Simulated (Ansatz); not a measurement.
# K: what symmetry allows forces and stress to be

```
CELL_PARAMETERS angstrom
4.98480 0.00000 0.00000
-2.49240 4.31696 0.00000
0.00000 0.00000 7.49093
ATOMIC_POSITIONS crystal
K 0.33333 0.66667 0.28193
K 0.66667 0.33333 0.71807
```

Computed with DFT PBE, scalar-relativistic, plane waves, PAW in Ansatz.

Plane waves to 420 eV, a k mesh through Γ of 9×9×6 on the computed 2-atom cell and Gaussian smearing (0.10 eV); no spin polarisation.

This distorted cell has space group P-3m1, with 12 operations.

Task: Without a calculation: in which directions can each atom feel a force?

Result: A force must be left unchanged by every operation that keeps its atom in place, so it lies in the space that those operations leave fixed. Atoms that the group maps onto each other feel forces of one size.
| atom | site symmetry | operations at the site | equivalent to atom | allowed force (Cartesian) |
| --- | --- | --- | --- | --- |
| K1 | 3m. | 6 | 1 | along (0.00, 0.00, 1.00) |
| K2 | 3m. | 6 | 1 | along (0.00, 0.00, 1.00) |

That leaves 1 independent force component of 6. A relaxation in this cell that keeps the symmetry moves the atoms in these directions alone.

Task: And the stress tensor?

Result: It must be invariant under the point group, which leaves 2 independent components: yz, xz, xy vanish; xx = yy.

Task: Do the computed values obey this?

Result: Yes. Forces (eV/Å):
```
K1   0.000  0.000 -0.192
K2   0.000  0.000  0.192
```

Stress (GPa, compression positive, xx yy zz yz xz xy): -0.25 -0.25 0.13 0.00 0.00 0.00. The program imposes the same operations on density, forces and stress, so this confirms the analysis and is no independent test of the calculation.

This form isn't the element's structure at ambient conditions.